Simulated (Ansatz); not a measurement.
HfO2: relaxation of cell and atoms with PBE

HfO2:

```
CELL_PARAMETERS angstrom
0.00000 2.55750 2.55750
2.55750 0.00000 2.55750
2.55750 2.55750 0.00000
ATOMIC_POSITIONS crystal
Hf 0.00000 0.00000 0.00000
O 0.75000 0.75000 0.75000
O 0.25000 0.25000 0.25000
```

Measurements of this composition are mostly on another form, of space group No. 14.

* Program: Ansatz 0.2.0
* Task: relaxation of cell and atoms
* Functional: PBE
* Potentials or basis: Ansatz PAW
* Cutoff: 420 eV (not typed: the program's choice for these potentials)
* k mesh: 9 × 9 × 9
* Occupations: fermi-dirac, width 0.05 eV
* Spin: no spin polarisation
* Target pressure: 10 GPa
* Target pressure (GPa): 10

```
Relaxed volume                                         : 10.63 Å³/atom
Relaxed cell                                           : a = 3.560 Å, b = 3.560 Å, c = 3.560 Å, α = 60.00°, β = 60.00°, γ = 60.00°
Space group after relaxing (to 0.05 Å)                 : Fm-3m (No. 225)
Energy change on relaxing (the enthalpy is what falls) : +11.3 meV/atom
Ionic steps                                            : 7
Pressure after relaxing                                : 10.0 GPa
Band gap on the k mesh                                 : 3.95 eV, indirect (least direct gap 4.07 eV)
```

Step by step:
| step | energy change (eV) | largest force (eV/Å) | volume (Å³) |
| --- | --- | --- | --- |
| 1 | 0.0000 | 0.0000 | 33.46 |
| 2 | 0.0612 | 0.0000 | 31.43 |
| 3 | 0.0233 | 0.0000 | 31.97 |
| 4 | 0.0252 | 0.0000 | 31.94 |
| 5 | 0.0316 | 0.0000 | 31.94 |
| 6 | 0.0339 | 0.0000 | 31.90 |
| 7 | 0.0340 | 0.0000 | 31.90 |

Final structure:
```yaml
crystal:
  lattice:
    - [0.00000, 2.51709, 2.51709]
    - [2.51709, 0.00000, 2.51709]
    - [2.51709, 2.51709, 0.00000]
  atoms:
    - { symbol: Hf, position: [0.00000, 0.00000, 0.00000] }
    - { symbol: O, position: [0.75000, 0.75000, 0.75000] }
    - { symbol: O, position: [0.25000, 0.25000, 0.25000] }
```

Levels at points of the mesh, in eV from the valence-band top:
```tsv
k point	band 15	band 16	band 17	band 18	band 19	band 20	band 21	band 22	band 23
(0.00, 0.00, 0.00)	-5.48	-5.48	-0.57	-0.57	-0.57	3.98	3.98	6.00	10.75
```

Run time: 7.2 s on 2 threads of Arm Neoverse V1 (shared host), peak memory 0.32 GiB.

Caveat: odd divisions of the mesh miss points on the zone boundary, where band edges often lie, so the gap on the mesh can be too wide; the plane-wave basis is chosen anew once the cell has moved, so the energies of steps on either side of that aren't comparable; the pressure holds a Pulay correction of +0.9 GPa for the finite cutoff; spin-orbit coupling is left out, which moves the levels of the heavy elements. A k mesh can miss the band edges.
